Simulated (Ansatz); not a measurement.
**Co under changes of volume**

One of the cells (11.102 Å³/atom); the others are scaled copies at fixed shape and fractional positions:

```
CELL_PARAMETERS angstrom
0.00000 3.21737 3.21737
3.21737 0.00000 3.21737
3.21737 3.21737 0.00000
ATOMIC_POSITIONS crystal
Co 0.12500 0.12500 0.12500
Co 0.62500 0.12500 0.12500
Co 0.12500 0.62500 0.12500
Co 0.12500 0.12500 0.62500
Co 0.50000 0.50000 0.50000
Co 0.75000 0.75000 0.75000
```

This isn't the form of Co at room conditions, which is hcp.

* Program: Ansatz 0.2.0
* Functional: PBE
* Potentials or basis: Ansatz PAW
* Cutoff: 420 eV (not typed: the program's choice for these potentials)
* k mesh: 7 × 7 × 7
* Occupations: fermi-dirac, width 0.05 eV
* Spin: collinear spin, ferromagnetic start
* Starting moments: [2.0, 2.0, 2.0, 2.0, 2.0, 2.0] μB

```csv
volume (Å³/atom),energy over the lowest point (meV/atom),pressure (GPa),moment (μB per cell)
10.435,63.98,22.5,9.70
10.657,37.03,16.5,9.75
10.879,?,?,?
11.102,6.07,6.4,9.88
11.324,0.32,2.3,9.98
11.546,0.00,-1.4,10.12
11.768,4.26,-4.5,10.29
```

Question: What does the run at 10.879 Å³/atom give?

Answer: Energy over the lowest point 18.02 meV/atom; pressure 11.2 GPa; moment 9.81 μB per cell.

Worked out: A Birch-Murnaghan fit of order 3 (a polynomial in V^(-2/3)) to the other rows has its minimum at 11.45 Å³/atom with B0 = V·E''(V) = 185 GPa and B' = 6.0. It gives 18.06 meV/atom at 10.879 Å³/atom, against the run's 18.02, and -dE/dV = 11.0 GPa, against 11.2. A parabola through the other rows of the moment, of slope 0.314 μB per Å³/atom there, gives 9.79 μB, against the run's 9.81.

Energies are extrapolated to zero smearing.
